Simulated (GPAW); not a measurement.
# NiO (Fm-3m) in GPAW: convergence with smearing width (eV)

Aim: find how far smearing width (eV) must go before the results for NiO settle, at r2SCAN. This setting moves, with any that are tied to it; all else stays.

Everything below comes from runs of GPAW 26.7.0. Logs are shortened: lines on timing, memory, paths and dates and some standing lists are left out, and cuts for length are marked. The log counts tension as positive stress, the text compression.

### 1 The structure

Symmetry: Fm-3m, No. 225, cubic system. The conventional cell has a = 4.183 Å, b = 4.183 Å, c = 4.183 Å, α = 90.00°, β = 90.00°, γ = 90.00°. Ni (site symmetry m-3m) has 6 O at 2.09 Å as nearest neighbours. O (site symmetry m-3m) has 6 Ni at 2.09 Å as nearest neighbours.

### 2 With smearing width (eV) 0.5

Contents of run.py:

```python
from ase.dft.bandgap import bandgap
from ase.io import read, write
from ase.units import GPa
from gpaw import GPAW, PW

atoms = read('NiO.xyz')
atoms.set_initial_magnetic_moments([1.0, 0.0])

calc = GPAW(mode=PW(800),
            xc='MGGA_X_R2SCAN+MGGA_C_R2SCAN',
            kpts={'size': (8, 8, 8), 'gamma': True},
            occupations={'name': 'marzari-vanderbilt', 'width': 0.5},
            nbands=22,
            convergence={'density': 1e-05, 'energy': 1e-05},
            maxiter=100,
            txt='gpaw.txt')
atoms.calc = calc
energy = atoms.get_potential_energy()
forces = atoms.get_forces()
stress = atoms.get_stress()
calc.write('gs.gpw')
write('result.traj', atoms)
print(f'Energy: {energy:.6f} eV')
print('Forces (eV/A):')
print(forces.round(4))
print('Stress (GPa):', (stress / GPa).round(3))
print('Moments:', calc.get_magnetic_moments().round(3))
print('Fermi level:', round(calc.get_fermi_level(), 4), 'eV')
print(f'Gap: {bandgap(calc)[0]:.4f} eV, direct: {bandgap(calc, direct=True)[0]:.4f} eV')
```

Contents of NiO.xyz:

```xyz
2
Lattice="0.0000000000 2.0913095100 2.0913095100 2.0913095100 0.0000000000 2.0913095100 2.0913095100 2.0913095100 0.0000000000" Properties=species:S:1:pos:R:3 pbc="T T T"
Ni     0.0000000000      0.0000000000      0.0000000000
O      2.0913095100      2.0913095100      2.0913095100
```

Potentials or basis: GPAW PAW data sets (gpaw-data 1.2.1), pw.

Run with:

```console
> OMP_NUM_THREADS=1 python run.py
```

Run time: 78 s. Hardware: 1 thread of Arm Neoverse V2, shared host; peak memory 0.26 GiB.

What came out:

* Free energy: -20.9529 eV
* Pressure: 5.0 GPa
* Band gap on the k mesh: none (metal or under the smearing width)
* Net moment: 1.84 μB per cell
* Site moments: Ni +1.61; O +0.17 μB

### 3 With smearing width (eV) 0.3

run.py, as its differences from that of step 2:

```diff
@@ -11,3 +11,3 @@
             kpts={'size': (8, 8, 8), 'gamma': True},
-            occupations={'name': 'marzari-vanderbilt', 'width': 0.5},
+            occupations={'name': 'marzari-vanderbilt', 'width': 0.3},
             nbands=22,
```

NiO.xyz is that of step 2.

Potentials or basis: GPAW PAW data sets (gpaw-data 1.2.1), pw.

Run with:

```console
> OMP_NUM_THREADS=1 python run.py
```

It took 70 s on 1 thread of Arm Neoverse V2, shared host; peak memory 0.25 GiB.

What came out:

```yaml
Free_energy: -20.9735 eV
Pressure: 6.4 GPa
Band_gap_on_the_k_mesh: 0.75 eV, indirect (least direct gap 1.80 eV)
Net_moment: 2.00 μB per cell
Site_moments: Ni +1.71; O +0.22 μB
```

### 4 With smearing width (eV) 0.2

run.py, as its differences from that of step 3:

```diff
@@ -11,3 +11,3 @@
             kpts={'size': (8, 8, 8), 'gamma': True},
-            occupations={'name': 'marzari-vanderbilt', 'width': 0.3},
+            occupations={'name': 'marzari-vanderbilt', 'width': 0.2},
             nbands=22,
```

NiO.xyz is that of step 3.

Run with:

```console
> OMP_NUM_THREADS=1 python run.py
```

Run time: 81 s. Hardware: 1 thread of Arm Neoverse V2, shared host; peak memory 0.26 GiB.

The run converged. Its results:

```yaml
Free_energy: -20.9756 eV
Pressure: 6.5 GPa
Band_gap_on_the_k_mesh: 0.75 eV, indirect (least direct gap 1.80 eV)
Net_moment: 2.00 μB per cell
Site_moments: Ni +1.71; O +0.22 μB
```

### 5 With smearing width (eV) 0.15

run.py, as its differences from that of step 4:

```diff
@@ -11,3 +11,3 @@
             kpts={'size': (8, 8, 8), 'gamma': True},
-            occupations={'name': 'marzari-vanderbilt', 'width': 0.2},
+            occupations={'name': 'marzari-vanderbilt', 'width': 0.15},
             nbands=22,
```

NiO.xyz is that of step 4.

Run with:

```console
> OMP_NUM_THREADS=1 python run.py
```

Wall time 70 s (1 thread of Arm Neoverse V2, shared host); peak memory 0.26 GiB.

The run converged. Its results:

```
Free energy            : -20.9762 eV
Pressure               : 6.5 GPa
Band gap on the k mesh : 0.75 eV, indirect (least direct gap 1.80 eV)
Net moment             : 2.00 μB per cell
Site moments           : Ni +1.71; O +0.22 μB
```

### 6 With smearing width (eV) 0.1

run.py, as its differences from that of step 5:

```diff
@@ -11,3 +11,3 @@
             kpts={'size': (8, 8, 8), 'gamma': True},
-            occupations={'name': 'marzari-vanderbilt', 'width': 0.15},
+            occupations={'name': 'marzari-vanderbilt', 'width': 0.1},
             nbands=22,
```

NiO.xyz is that of step 5.

Potentials or basis: GPAW PAW data sets (gpaw-data 1.2.1), pw.

Run with:

```console
> OMP_NUM_THREADS=1 python run.py
```

Wall time 70 s (1 thread of Arm Neoverse V2, shared host); peak memory 0.26 GiB.

Results (log left out):

* Free energy: -20.9767 eV
* Pressure: 6.5 GPa
* Band gap on the k mesh: 0.75 eV, indirect (least direct gap 1.80 eV)
* Net moment: 2.00 μB per cell
* Site moments: Ni +1.71; O +0.22 μB

### 7 With smearing width (eV) 0.05

run.py, as its differences from that of step 6:

```diff
@@ -11,3 +11,3 @@
             kpts={'size': (8, 8, 8), 'gamma': True},
-            occupations={'name': 'marzari-vanderbilt', 'width': 0.1},
+            occupations={'name': 'marzari-vanderbilt', 'width': 0.05},
             nbands=22,
```

NiO.xyz is that of step 6.

Run with:

```console
> OMP_NUM_THREADS=1 python run.py
```

Wall time 77 s (1 thread of Arm Neoverse V2, shared host); peak memory 0.26 GiB.

The run converged. Its results:

- Free energy: -20.9769 eV
- Pressure: 6.5 GPa
- Band gap on the k mesh: 0.75 eV, indirect (least direct gap 1.80 eV)
- Net moment: 2.00 μB per cell
- Site moments: Ni +1.71; O +0.22 μB

### 8 With smearing width (eV) 0.025

run.py, as its differences from that of step 7:

```diff
@@ -11,3 +11,3 @@
             kpts={'size': (8, 8, 8), 'gamma': True},
-            occupations={'name': 'marzari-vanderbilt', 'width': 0.05},
+            occupations={'name': 'marzari-vanderbilt', 'width': 0.025},
             nbands=22,
```

NiO.xyz is that of step 7.

Run with:

```console
> OMP_NUM_THREADS=1 python run.py
```

It took 83 s on 1 thread of Arm Neoverse V2, shared host; peak memory 0.25 GiB.

It converged, with:

```
Free energy            : -20.9770 eV
Pressure               : 6.5 GPa
Band gap on the k mesh : 0.75 eV, indirect (least direct gap 1.80 eV)
Net moment             : 2.00 μB per cell
Site moments           : Ni +1.71; O +0.22 μB
```

### 9 With smearing width (eV) 0.01

run.py, as its differences from that of step 8:

```diff
@@ -11,3 +11,3 @@
             kpts={'size': (8, 8, 8), 'gamma': True},
-            occupations={'name': 'marzari-vanderbilt', 'width': 0.025},
+            occupations={'name': 'marzari-vanderbilt', 'width': 0.01},
             nbands=22,
```

NiO.xyz is that of step 8.

Potentials or basis: GPAW PAW data sets (gpaw-data 1.2.1), pw.

Run with:

```console
> OMP_NUM_THREADS=1 python run.py
```

gpaw.txt:

```text
__  _  _
 | _ |_)|_||  |
 |__||  | ||/\| - 26.7.0

Input parameters:
  mode=PW(ecut=800.0),
  convergence={'density': 1e-05, 'energy': 1e-05},
  kpts=MonkhorstPack(size=(8, 8, 8), gamma=True),
  maxiter=100,
  nbands=22,
  occupations=Occupations(name='marzari-vanderbilt', width=0.01),
  xc=XC(name='MGGA_X_R2SCAN+MGGA_C_R2SCAN')

Diagonalizing LCAO Hamiltonian
Converting LCAO to pw mode

              O

       Ni

Atoms  # Å, Bohr magnetons
|   | symbol |        x |        y |        z |    initial magnetic moments |
|---|--------|----------|----------|----------|-----------------------------|
| 0 |     Ni | 0.000000 | 0.000000 | 0.000000 | ( 0.0000,  0.0000,  1.0000) |
| 1 |      O | 2.091310 | 2.091310 | 2.091310 | ( 0.0000,  0.0000,  0.0000) |

Unit cell  # Å
| periodic |        x |        y |        z |  lengths |    angles |
|----------|----------|----------|----------|----------|-----------|
|      yes | 0.000000 | 2.091310 | 2.091310 | 2.957558 | 60.000000 |
|      yes | 2.091310 | 0.000000 | 2.091310 | 2.957558 | 60.000000 |
|      yes | 2.091310 | 2.091310 | 0.000000 | 2.957558 | 60.000000 |

Number of symmetries: 48
Symmetry operations  # r_c * U_cc + t_c -> r_c
|    | kind |            matrix            |
|----|------|------------------------------|
|  0 |  σ   |  1, 0, 0,  1, 0,-1,  1,-1, 0 |
|  1 |  C2  |  1, 0, 0,  1,-1, 0,  1, 0,-1 |
|  2 |  E   |  1, 0, 0,  0, 1, 0,  0, 0, 1 |
|  3 |  σ   |  1, 0, 0,  0, 0, 1,  0, 1, 0 |
|  4 |  C4  |  1, 0,-1,  1, 0, 0,  1,-1, 0 |
|  5 |  S6  |  1, 0,-1,  1,-1, 0,  1, 0, 0 |
|  6 |  σ   |  1, 0,-1,  0, 1,-1,  0, 0,-1 |
|  7 |  C3  |  1, 0,-1,  0, 0,-1,  0, 1,-1 |
|  8 |  S6  |  1,-1, 0,  1, 0, 0,  1, 0,-1 |
|  9 |  C4  |  1,-1, 0,  1, 0,-1,  1, 0, 0 |
| 10 |  C3  |  1,-1, 0,  0,-1, 1,  0,-1, 0 |
| 11 |  σ   |  1,-1, 0,  0,-1, 0,  0,-1, 1 |
| 12 |  σ   |  0, 1, 0,  1, 0, 0,  0, 0, 1 |
| 13 |  C4  |  0, 1, 0,  0, 1,-1, -1, 1, 0 |
| 14 |  C3  |  0, 1, 0,  0, 0, 1,  1, 0, 0 |
| 15 |  S6  |  0, 1, 0, -1, 1, 0,  0, 1,-1 |
| 16 |  C2  |  0, 1,-1,  1, 0,-1,  0, 0,-1 |
| 17 |  σ   |  0, 1,-1,  0, 1, 0, -1, 1, 0 |
| 18 |  S4  |  0, 1,-1,  0, 0,-1,  1, 0,-1 |
| 19 |  C4  |  0, 1,-1, -1, 1, 0,  0, 1, 0 |
| 20 |  C3  |  0, 0, 1,  1, 0, 0,  0, 1, 0 |
| 21 |  σ   |  0, 0, 1,  0, 1, 0,  1, 0, 0 |
| 22 |  S6  |  0, 0, 1,  0,-1, 1, -1, 0, 1 |
| 23 |  C4  |  0, 0, 1, -1, 0, 1,  0,-1, 1 |
| 24 |  S4  |  0, 0,-1,  1, 0,-1,  0, 1,-1 |
| 25 |  C3  |  0, 0,-1,  0, 1,-1,  1, 0,-1 |
| 26 |  C2  |  0, 0,-1,  0,-1, 0, -1, 0, 0 |
| 27 |  S6  |  0, 0,-1, -1, 0, 0,  0,-1, 0 |
| 28 |  S4  |  0,-1, 1,  1,-1, 0,  0,-1, 0 |
| 29 |  C4  |  0,-1, 1,  0, 0, 1, -1, 0, 1 |
| 30 |  C2  |  0,-1, 1,  0,-1, 0,  1,-1, 0 |
| 31 |  σ   |  0,-1, 1, -1, 0, 1,  0, 0, 1 |
| 32 |  C3  |  0,-1, 0,  1,-1, 0,  0,-1, 1 |
| 33 |  S6  |  0,-1, 0,  0, 0,-1, -1, 0, 0 |
| 34 |  S4  |  0,-1, 0,  0,-1, 1,  1,-1, 0 |
| 35 |  C2  |  0,-1, 0, -1, 0, 0,  0, 0,-1 |
| 36 |  C2  | -1, 1, 0,  0, 1, 0,  0, 1,-1 |
| 37 |  S6  | -1, 1, 0,  0, 1,-1,  0, 1, 0 |
| 38 |  S4  | -1, 1, 0, -1, 0, 1, -1, 0, 0 |
| 39 |  C3  | -1, 1, 0, -1, 0, 0, -1, 0, 1 |
| 40 |  S6  | -1, 0, 1,  0, 0, 1,  0,-1, 1 |
| 41 |  C2  | -1, 0, 1,  0,-1, 1,  0, 0, 1 |
| 42 |  C3  | -1, 0, 1, -1, 1, 0, -1, 0, 0 |
| 43 |  S4  | -1, 0, 1, -1, 0, 0, -1, 1, 0 |
| 44 |  C2  | -1, 0, 0,  0, 0,-1,  0,-1, 0 |
| 45 |  i   | -1, 0, 0,  0,-1, 0,  0, 0,-1 |
| 46 |  σ   | -1, 0, 0, -1, 1, 0, -1, 0, 1 |
| 47 |  C2  | -1, 0, 0, -1, 0, 1, -1, 1, 0 |

BZ-sampling:
  Number of BZ points: 512
  Number of IBZ points: 29

  Monkhorst-Pack size: [8, 8, 8]
  Monkhorst-Pack shift: [0.0625, 0.0625, 0.0625]

K-points  # in reciprocal-cell coordinates
|     |                                coordinates |     weight |
|-----|--------------------------------------------|------------|
|   0 | (  0.00000000,   0.00000000,   0.00000000) | 0.00195312 |
|   1 | (  0.12500000,   0.12500000,   0.00000000) | 0.01171875 |
|   2 | (  0.12500000,   0.12500000,   0.12500000) | 0.01562500 |
|   3 | (  0.25000000,   0.12500000,   0.12500000) | 0.02343750 |
|   4 | (  0.25000000,   0.25000000,   0.00000000) | 0.01171875 |
|   5 | (  0.25000000,   0.25000000,   0.12500000) | 0.04687500 |
|   6 | (  0.25000000,   0.25000000,   0.25000000) | 0.01562500 |
|   7 | (  0.37500000,   0.25000000,  -0.37500000) | 0.04687500 |
|   8 | (  0.37500000,   0.25000000,   0.12500000) | 0.04687500 |
|   9 | (  0.37500000,   0.25000000,   0.25000000) | 0.04687500 |
| ... |                                            |            |
|  28 | (  0.50000000,   0.50000000,   0.50000000) | 0.00781250 |

Plane wave coefficients: 960
Cutoff: 800.0 eV

Spin-components: 2 (collinear spins)
Bands:           22
Projectors:      11
Spin-degeneracy: 1
Datatype:        complex128

Parallelization:
  kpt:    1
  domain: 1
  band:   1

Density:
  Valence electrons: 22.0
  Components: 2
  Grid points: [20 20 20]
  Charge: 0.0  # |e|

Potential:
  Grid points: [20 20 20]

species:
  Ni:
    name:    Nickel
    Z:       28.0
    valence: 16
    core:    12
    charge:  0.0  # [|e|]
    compensation charges:
      type: gauss
      rc: 0.36  # [Å]
      lmax: 2
    cutoffs:
      filter: 2.14  # [Å]
      core: 1.98  # [Å]
    projectors
    | kind |    occ | energy [eV] | rcut [Å] |
    |------|--------|-------------|----------|
    |   4s |  2.000 |      -5.642 |    1.164 |
    |   3p |  6.000 |     -71.394 |    1.207 |
    |   4p |  0.000 |      -1.226 |    1.207 |
    |   3d |  8.000 |      -8.875 |    1.138 |
    |    s |        |      21.570 |    1.164 |
    |    d |        |      18.337 |    1.138 |

    Using partial waves for Ni as LCAO basis

  O:
    name:    Oxygen
    Z:       8.0
    valence: 6
    core:    2
    charge:  0.0  # [|e|]
    compensation charges:
      type: gauss
      rc: 0.21  # [Å]
      lmax: 2
    cutoffs:
      filter: 1.17  # [Å]
      core: 0.83  # [Å]
    projectors
    | kind |    occ | energy [eV] | rcut [Å] |
    |------|--------|-------------|----------|
    |   2s |  2.000 |     -23.961 |    0.688 |
    |   2p |  4.000 |      -9.029 |    0.598 |
    |    s |        |       3.251 |    0.688 |
    |    p |        |      18.182 |    0.598 |
    |    d |        |       0.000 |    0.619 |

    Using partial waves for O as LCAO basis

Reference energy: -43408.850748  # eV

eigensolver:
  PPCG
  Converge bands: occupied
  niter=2

density mixing:
  MSR1-Mixer
  Pratt-step length: 0.05
  Maximum mixing coefficient: 0.75
  Old densities: 10
  SVD Regularization: 0.005
  Good broyden scale: 1.0
  Trust region scale: 1.0
  Backstep threshold: 4.0
  History deletion threshold: 6.0
  Fourier metric: weight=20.0, sigma=0.015

occupation numbers:
  Marzari-Vanderbilt:
    width: 0.0100  # eV

poisson solver:
  ecut: 6400.0  # eV

xc functional:
  name: MGGA_X_R2SCAN+MGGA_C_R2SCAN with 2 nearest neighbor stencil

convergence criteria:
- Maximum integral of absolute [dens]ity change: 1e-05 electrons / valence electron
- Maximum [total energy] change in last 3 cyles: 1e-05 eV / valence electron
- Maximum integral of absolute [eigenst]ate change: 4e-08 eV^2 / valence electron
maximum number of iterations: 100

SCF iterations
|iter     | |      energy | eigst |  dens |  magmom |
|---------|-|-------------|-------|-------|---------|
|iter:   1| |  -24.363692 | +0.17 |       |  +1.0004|
|iter:   2| |  -20.246998 | -1.81 | -1.15 |  +1.0058|
|iter:   3| |  -76.993544 | -0.42 | -1.16 |  +0.0955|
|iter:   4| |  -20.518782 | +0.07 | -0.29 |  +0.4468|
|iter:   5| |  -20.461686 | -1.35 | -1.06 |  +0.8628|
|iter:   6| |  -20.287698 | -2.70 | -1.47 |  +0.8525|
|iter:   7| |  -20.619641 | -3.03 | -1.56 |  +1.1346|
|iter:   8| |  -20.944497 | -2.36 | -1.38 |  +1.7140|
|iter:   9| |  -20.890021 | -2.97 | -1.66 |  +1.6106|
|iter:  10| |  -20.977413 | -3.03 | -1.65 |  +1.9677|
|iter:  11| |  -20.976982 | -4.32 | -2.23 |  +1.9943|
|iter:  12| |  -20.976881 | -5.03 | -2.66 |  +2.0189|
|iter:  13| |  -20.976974c| -5.68 | -2.93 |  +1.9995|
|iter:  14| |  -20.976981c| -6.61 | -3.57 |  +2.0012|
|iter:  15| |  -20.976981c| -7.87c| -4.04 |  +1.9999|
|iter:  16| |  -20.976981c| -8.66c| -4.70 |  +1.9996|
|iter:  17| |  -20.976981c| -7.67c| -4.68 |  +2.0000|
|iter:  18| |  -20.976981c| -9.29c| -6.01c|  +2.0000|

Converged in 18 steps
Energy contributions relative to reference atoms: (reference = -43408.850748)

Energy contributions:
  Kinetic:          36.119565
  Coulomb:         -30.372324
  Zero:              0.203708
  External:          0.000000
  Xc:              -26.927929
  Entropy:           0.000000
  Spinorbit:         0.000000
  ----------------------------
  Free energy:     -20.976981
  Extrapolated:    -20.976981

dipole moment: (-8.393714, -8.393714, -8.393714)  # |e|*Ang

Total magnetic moment: (0.000000, 0.000000, 1.999999)

Local magnetic moments
|        x |        y |        z |
|----------|----------|----------|
| 0.000000 | 0.000000 | 1.709032 |  # Ni   0
| 0.000000 | 0.000000 | 0.219840 |  # O    1

Fermi level: 7.989
Eigenvalues  # (at kpt = [0.000, 0.000, 0.000])
| band index |      eig [eV] | occ [0-1] |      eig [eV] | occ [0-1] |
|------------|---------------|-----------|---------------|-----------|
|          0 |       -59.847 |     1.000 |       -56.867 |     1.000 |
|        ... |               |           |               |           |
|          3 |       -13.490 |     1.000 |       -12.980 |     1.000 |
|          4 |         3.768 |     1.000 |         5.428 |     1.000 |
|          5 |         3.768 |     1.000 |         5.428 |     1.000 |
|          6 |         4.653 |     1.000 |         5.428 |     1.000 |
|          7 |         4.653 |     1.000 |         5.563 |     1.000 |
|          8 |         4.653 |     1.000 |         5.563 |     1.000 |
[... 8 lines left out ...]
|         17 |        30.534 |     0.000 |        31.221 |     0.000 |
|         18 |        30.535 |     0.000 |        31.221 |     0.000 |
|        ... |               |           |               |           |
|         21 |        34.203 |     0.000 |        35.295 |     0.000 |

Gap: 0.750 eV
Transition (v -> c):
  (s=0, k=28, n=11, [0.50, 0.50, 0.50]) -> (s=1, k=0, n=10, [0.00, 0.00, 0.00])
Direct/indirect transitions are different
Direct gap: 1.801 eV
Transition at: (s=0->1, k=17, n=11, [0.50, 0.25, 0.25])

Forces  # eV/Ang
|        x |        y |        z |
|----------|----------|----------|
| -0.00000 |  0.00000 |  0.00000 |  # Ni   0
|  0.00000 | -0.00000 | -0.00000 |  # O    1

Stress tensor  # eV/Ang^3
|         x |         y |         z |
|-----------|-----------|-----------|
| -0.040544 | -0.000000 |  0.000000 |
| -0.000000 | -0.040544 |  0.000000 |
|  0.000000 |  0.000000 | -0.040544 |

# Writing to gs.gpw (mode='')
```

It took 83 s on 1 thread of Arm Neoverse V2, shared host; peak memory 0.26 GiB.

What came out:

| Item | Value |
| --- | --- |
| Free energy | -20.9770 eV |
| Pressure | 6.5 GPa |
| Band gap on the k mesh | 0.75 eV, indirect (least direct gap 1.80 eV) |
| Net moment | 2.00 μB per cell |
| Site moments | Ni +1.71; O +0.22 μB |

### 10 Summary

```csv
smearing width (eV),"energy less the tightest run, at zero smearing (meV/atom)",pressure (GPa),largest site moment (μB),gap on the mesh (eV),SCF cycles,CPU time (s),peak memory (GiB)
0.5,12.03,5.00,1.61,0.000,16,78,0.26
0.3,1.73,6.43,1.71,0.750,15,70,0.25
0.2,0.68,6.48,1.71,0.750,17,81,0.26
0.15,0.38,6.49,1.71,0.750,15,70,0.26
0.1,0.16,6.49,1.71,0.750,15,70,0.26
0.05,0.03,6.49,1.71,0.751,16,77,0.26
0.025,0.00,6.50,1.71,0.750,18,83,0.25
0.01,0.00,6.50,1.71,0.750,18,83,0.26
```

Against the tightest run, the energy stays within 1 meV/atom from 0.2 on; the pressure stays within 0.1 GPa from 0.3 on; the largest site moment stays within 0.02 μB from 0.3 on; the gap on the mesh stays within 0.01 eV from 0.3 on. The tightest run that finished is the yardstick and may itself not be fully converged.

Caveats: the stock nickel data set gives pressures a few GPa off other programs; this smearing can pin the Fermi level at a band edge; the PAW data sets were made with another functional, which shifts forces and pressure a little; a cell with one magnetic atom can't hold antiferromagnetic order, which such compounds often take.
